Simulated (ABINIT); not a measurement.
# Quasiparticle gap of F (C2/m) in ABINIT, part 3 of 3

Wanted: ground state, empty states, screening and self-energy for F (C2/m).

ABINIT 10.8.3; LDA and many-body steps on it, plane waves. Known limits of the many-body steps: not at the basis limit; coarse k mesh.

So far. Step 3 (Bands along the symmetry lines): The gap is 2.161 eV, as in the run before at this level. Step 4 (Empty states on the mesh, 4×4×2 mesh, 53 bands): On this mesh the gap is 2.161 eV.

### 5. Screening, 4×4×2 mesh, 49 bands, screening to 106.1 eV

The RPA dielectric matrix is built and inverted for each q.

This step: RPA screening on LDA, plane waves, norm-conserving pseudopotentials.

Contents of run.abi:

```
acell 3*1.0 Angstrom
rprim 
  2.650494272500 -1.517320773400 0.000000000000
  2.650494272500 1.517320773400 -0.000000000000
  -2.103423892600 -0.000000000000 6.726107507300
ntypat 1
znucl 9
natom 4
typat 1 1 1 1
xred 
  0.504495130000 0.504495130000 0.400850110000
  0.085358160000 0.085358160000 0.098603260000
  0.495504870000 0.495504870000 0.599149890000
  0.914641840000 0.914641840000 0.901396740000
pp_dirpath "pseudos"
pseudos "F.upf"
ecut 36
ngkpt 4 4 2
nshiftk 1
shiftk 0 0 0
kptopt 1
chksymbreak 0
istwfk *1
occopt 1
irdwfk 1
optdriver 3
nband 49
ecuteps 3.9
inclvkb 2
awtr 1
symchi 1
indata_prefix "in"
outdata_prefix "out"
tmpdata_prefix "tmp"
```

Started as:

```console
$ OMP_NUM_THREADS=1 mpirun -n 8 abinit run.abi > log
```

Numbers of over 12 decimals in the logs are rounded to 6 here.

What it wrote:

```text
.Version 10.8.3 of ABINIT. v10.8.2 released Aug 2026.

 Symmetries : space group C2/m (# 12); Bravais mC (1-face-center monocl.)
[... echo of the input left out ...]
== DATASET  1 ==================================================================
-   mpi_nproc: 8, omp_nthreads: 1 (-1 if OMP is not activated)

--- !DatasetInfo
iteration_state: {dtset: 1, }
dimensions: {natom: 4, nkpt: 14, mband: 49, nsppol: 1, nspinor: 1, nspden: 1, mpw: 3789, }
cutoff_energies: {ecut:  36.0, pawecutdg:  -1.0, }
electrons: {nelect:   2.80000000E+01, charge:   0.00000000E+00, occopt:   1.00000000E+00, tsmear:   1.00000000E-02, }

 SCREENING: Calculation of the susceptibility and dielectric matrices

 Based on a program developped by R.W. Godby, V. Olevano, G. Onida, and L. Reining.
 Incorporated in ABINIT by V. Olevano, G.-M. Rignanese, and M. Torrent.
.Using double precision arithmetic ; gwpc =  8

[... cell and pseudopotentials left out ...]
--------------------------------------------------------------------------------

 ==== K-mesh for the wavefunctions ====
 Number of points in the irreducible wedge :    14
[... list of points left out ...]
 Together with  4 symmetry operations and time-reversal symmetry
 yields    32 points in the full Brillouin Zone.

 ==== Q-mesh for the screening function ====
 Number of points in the irreducible wedge :    14
[... list of points left out ...]
 Together with  4 symmetry operations and time-reversal symmetry
 yields    32 points in the full Brillouin Zone.

 setmesh: FFT mesh size selected  =    20x   20x   45
          total number of points  =        18000

 vcoul_init : cutoff-mode = AUXILIARY_FUNCTION
 q-points for optical limit:   1
     1)      0.000010    0.000020    0.000030

- screening: taking advantage of time-reversal symmetry
- Maximum band index for partially occupied states nbvw = 14
- Remaining bands to be divided among processors   nbcw = 35
- Number of bands treated by each node ~4

 Number of electrons calculated from density =   28.0000; Expected =   28.0000
 average of density, n =  0.076694
 r_s =    1.4601
 omega_plasma =   26.7139 [eV]

 calculating chi0 at frequencies [eV] :
  1    0.000000E+00    0.000000E+00
  2    0.000000E+00    2.671390E+01

--------------------------------------------------------------------------------
  q-point number  1        q = ( 0.000000, 0.000000, 0.000000) [r.l.u.]
--------------------------------------------------------------------------------
[... chi0 elements left out ...]
 For q-point:  0.000010 0.000020 0.000030
  dielectric constant =   2.3377
  dielectric constant without local fields =   2.7634

  Average fulfillment of the sum rule on Im[epsilon] for q-point    1 :     37.31  [%]
[... wings left out ...]
  q-point number  2        q = ( 0.250000, 0.000000, 0.000000) [r.l.u.]
--------------------------------------------------------------------------------
[... chi0 elements left out ...]
  Average fulfillment of the sum rule on Im[epsilon] for q-point    2 :     39.73  [%]

 [... 12 further q-points ...]
```

The job ended after 10 s (8 MPI ranks of Arm Neoverse V1, shared host; peak memory 1.4 GiB; 80 s of CPU time).

Numbers from this step:

| Item | Value |
| --- | --- |
| ε∞ with local fields, on this mesh, along the program's q direction | 2.338 |
| the same without local fields | 2.763 |
| plasma frequency | 26.71 eV |
| plane waves in the screening matrix | 143 |

Local fields lower ε∞ by 15 %. On a Γ-centred mesh this coarse the value itself is usually too large, while a short band sum pulls it down.

### 6. Self-energy, 4×4×2 mesh, 49 bands, screening to 106.1 eV

The self-energy is evaluated for the states that the input lists, and the levels follow from it, in one-shot runs by the linearised quasiparticle equation.

This step: G0W0 on LDA, plane waves, norm-conserving pseudopotentials.

Edit run.abi of step 5 so:

```diff
@@ -25,8 +25,17 @@
 irdwfk 1
-optdriver 3
+optdriver 4
 nband 49
+gwcalctyp 0
+ecutsigx 36
+symsigma 1
+nkptgw 2
+kptgw 
+  0.5000000000 0.5000000000 0.0000000000
+  0.0000000000 0.0000000000 0.0000000000
+bdgw 
+  13 16
+  13 16
 ecuteps 3.9
-inclvkb 2
-awtr 1
-symchi 1
+irdscr 1
+ppmodel 1
 indata_prefix "in"
```

What it wrote:

```text
.Version 10.8.3 of ABINIT. v10.8.2 released Aug 2026.

 Symmetries : space group C2/m (# 12); Bravais mC (1-face-center monocl.)
[... echo of the input left out ...]
== DATASET  1 ==================================================================
-   mpi_nproc: 8, omp_nthreads: 1 (-1 if OMP is not activated)

--- !DatasetInfo
iteration_state: {dtset: 1, }
dimensions: {natom: 4, nkpt: 14, mband: 49, nsppol: 1, nspinor: 1, nspden: 1, mpw: 3789, }
cutoff_energies: {ecut:  36.0, pawecutdg:  -1.0, }
electrons: {nelect:   2.80000000E+01, charge:   0.00000000E+00, occopt:   1.00000000E+00, tsmear:   1.00000000E-02, }

 SIGMA: Calculation of the GW corrections

 Based on a program developped by R.W. Godby, V. Olevano, G. Onida, and L. Reining.
 Incorporated in ABINIT by V. Olevano, G.-M. Rignanese, and M. Torrent.
.Using double precision arithmetic ; gwpc =  8

[... cell and pseudopotentials left out ...]
--------------------------------------------------------------------------------

 ==== K-mesh for the wavefunctions ====
 Number of points in the irreducible wedge :    14
[... list of points left out ...]
 Together with  4 symmetry operations and time-reversal symmetry
 yields    32 points in the full Brillouin Zone.

 ==== Q-mesh for screening function ====
 Number of points in the irreducible wedge :    14
[... list of points left out ...]
 Together with  4 symmetry operations and time-reversal symmetry
 yields    32 points in the full Brillouin Zone.

 vcoul_init : cutoff-mode = AUXILIARY_FUNCTION
 q-points for optical limit:   1
     1)      0.000010    0.000020    0.000030
 setmesh: FFT mesh size selected  =    32x   32x   72
          total number of points  =        73728

 Number of electrons calculated from density =   28.0000; Expected =   28.0000
 average of density, n =  0.076694
 r_s =    1.4601
 omega_plasma =   26.7139 [eV]

 === KS Band Gaps ===
  >>>> For spin  1
   Minimum direct gap =   2.2363 [eV], located at k-point      :   0.0000  0.0000  0.0000
   Fundamental gap    =   2.1606 [eV], Top of valence bands at :   0.5000  0.5000  0.0000
                                       Bottom of conduction at :   0.0000  0.0000  0.0000
 SIGMA fundamental parameters:
 PLASMON POLE MODEL  1
 number of plane-waves for SigmaX                 3789
 number of plane-waves for SigmaC and W            143
 number of plane-waves for wavefunctions          3789
 number of bands                                    49
 number of independent spin polarizations            1
 number of spinorial components                      1
 number of k-points in IBZ                          14
 number of q-points in IBZ                          14
 number of symmetry operations                       4
 number of k-points in BZ                           32
 number of q-points in BZ                           32
 number of frequencies for dSigma/dE                 9
 frequency step for dSigma/dE [eV]                0.25
 number of omega for Sigma on real axis              0
 max omega for Sigma on real axis  [eV]           0.00
 zcut for avoiding poles [eV]                     0.10

 EPSILON^-1 parameters (SCR file):
 dimension of the eps^-1 matrix on file            143
 dimension of the eps^-1 matrix used               143
 number of plane-waves for wavefunctions          3789
 number of bands                                    49
 number of q-points in IBZ                          14
 number of frequencies                               2
 number of real frequencies                          1
 number of imag frequencies                          1

 matrix elements of self-energy operator (all in [eV])

 Perturbative Calculation

--- !SelfEnergy_ee
iteration_state: {dtset: 1, }
kpoint     : [   0.500,    0.500,    0.000, ]
spin       : 1
KS_gap     :    2.782
QP_gap     :    8.844
Delta_QP_KS:    6.062
data: !SigmaeeData |
     Band     E0 <VxcDFT>   SigX SigC(E0)      Z dSigC/dE  Sig(E)    E-E0       E
       13  -4.467 -23.136 -31.753   5.676   0.793  -0.261 -25.468  -2.332  -6.799
       14  -4.016 -23.814 -32.373   5.692   0.794  -0.259 -26.091  -2.277  -6.293
       15  -1.234 -23.222 -15.830  -2.648   0.798  -0.253 -19.437   3.785   2.551
       16  -1.102 -23.513 -16.034  -2.682   0.795  -0.259 -19.702   3.812   2.710

--- !SelfEnergy_ee
iteration_state: {dtset: 1, }
kpoint     : [   0.000,    0.000,    0.000, ]
spin       : 1
KS_gap     :    2.236
QP_gap     :    8.057
Delta_QP_KS:    5.821
data: !SigmaeeData |
     Band     E0 <VxcDFT>   SigX SigC(E0)      Z dSigC/dE  Sig(E)    E-E0       E
       13  -4.248 -23.521 -32.131   5.701   0.794  -0.259 -25.831  -2.310  -6.559
       14  -4.092 -23.694 -32.246   5.687   0.793  -0.260 -25.967  -2.273  -6.365
       15  -1.856 -22.068 -15.180  -2.492   0.807  -0.239 -18.520   3.548   1.692
       16  -0.627 -24.210 -16.284  -2.899   0.786  -0.271 -20.257   3.953   3.326

== END DATASET(S) ==============================================================
================================================================================

 -outvars: echo values of variables after computation  --------
           etotal      0.0000000000E+00
            nband          49
             nkpt          14
          spgroup          12
 [... the other variables as echoed above ...]

 Calculation completed.
```

It took 2.7 s on 8 MPI ranks; peak memory 0.14 GiB; 21 s of CPU time.

This step gave:

* G0W0 gap on the points computed: 7.985 eV
* starting gap on the mesh: 2.161 eV
* k of the valence top: 0.5, 0.5, 0
* k of the conduction bottom: 0, 0, 0
* Z at the valence top: 0.794
* Z at the conduction bottom: 0.807
* least direct G0W0 gap on the computed points: 8.057 eV

The gap on the mesh goes from 2.16 eV to 7.99 eV, a correction of +5.82 eV.

Limits: finite bands, cutoff and mesh; coarse k mesh. v1 is the top filled band, c1 the lowest empty one. Levels before and after the correction, in eV, zero at the valence-band top of each column:

|  | conduction bottom | valence top |
| --- | --- | --- |
| Kohn-Sham | 2.16 | 0.00 |
| G0W0 | 7.99 | 0.00 |

|  | level | energy (eV) |
| --- | --- | --- |
| Kohn-Sham | (0.5 0.5 0) v2 | -0.450 |
| Kohn-Sham | (0.5 0.5 0) v1 | 0.000 |
| Kohn-Sham | (0.5 0.5 0) c1 | 2.783 |
| Kohn-Sham | (0.5 0.5 0) c2 | 2.915 |
| Kohn-Sham | Γ v2 | -0.232 |
| Kohn-Sham | Γ v1 | -0.076 |
| Kohn-Sham | Γ c1 | 2.161 |
| Kohn-Sham | Γ c2 | 3.390 |
| G0W0 | (0.5 0.5 0) v2 | -0.506 |
| G0W0 | (0.5 0.5 0) v1 | 0.000 |
| G0W0 | (0.5 0.5 0) c1 | 8.844 |
| G0W0 | (0.5 0.5 0) c2 | 9.003 |
| G0W0 | Γ v2 | -0.266 |
| G0W0 | Γ v1 | -0.072 |
| G0W0 | Γ c1 | 7.985 |
| G0W0 | Γ c2 | 9.619 |

### 7. Where the time went

Times are wall times on 8 MPI ranks of Arm Neoverse V1, shared host, good to a factor of about two.

| step | time | share | memory (GiB) |
| --- | --- | --- | --- |
| ground state | 23 s | 44 % | 0.73 |
| bands along the symmetry lines | 9.8 s | 19 % | 0.65 |
| empty states on the mesh | 7 s | 13 % | 0.61 |
| screening | 10 s | 19 % | 1.4 |
| self-energy | 2.7 s | 5 % | 0.14 |

### 8. Results

| Item | Value |
| --- | --- |
| LDA gap | 2.16 eV, indirect |
| G0W0 gap on the mesh | 7.99 eV |
| GW settings | 4×4×2 mesh, 49 bands, screening to 106.1 eV, Godby-Needs plasmon pole |
| known limits | not at the basis limit; coarse k mesh |

What this shows: G0W0 moves the gap on the mesh from 2.16 eV to 7.99 eV (+5.82 eV), with Z of 0.79 and 0.81 at the edges. Local fields lower the RPA ε∞ on this mesh from 2.76 to 2.34; a Γ-centred mesh this coarse tends to raise both, most where the direct gap is narrow, while a short band sum lowers them. Only 2 of the mesh's irreducible points were corrected, so a valley elsewhere could overtake. The dearest step here is «ground state». Bands and cutoff are finite, so the gap is not at the basis limit. The miss can reach some tenths of an eV and take either sign; the mesh is an error of its own. In the G0W0 run levels were corrected at 2 k points alone, so a gap called «on the mesh» is the least over those, and an edge elsewhere would be missed. The 4×4×2 mesh is coarse for this cell, which bears on the long-range parts of exchange and screening.

[Paths, hosts, dates, memory and timing lines, banners, echoed tables and standing remarks are left out of the program output.]

[Logs are printed without paths, hosts, clocks, repeated set-up lines and the standing remarks that a program may print on its own settings, such as how far it seeks lower states.]

[Runs of the session that timed out or met a known fault of the program may be left out.]

[Hosts, paths, dates, database ids (printed as entryN), source tags and the programs' standing remarks are cut or masked in the printed files.]

[G0W0 gaps are taken among the corrected bands and points alone; a level outside them can change the order at an edge.]

[Where Ansatz stands beside ABINIT at settings called matched, ABINIT's density can come from a denser mesh and the files from another edition; pairs whose starting gaps differed by over 0.03 eV were left out, so agreement reads better than it is.]
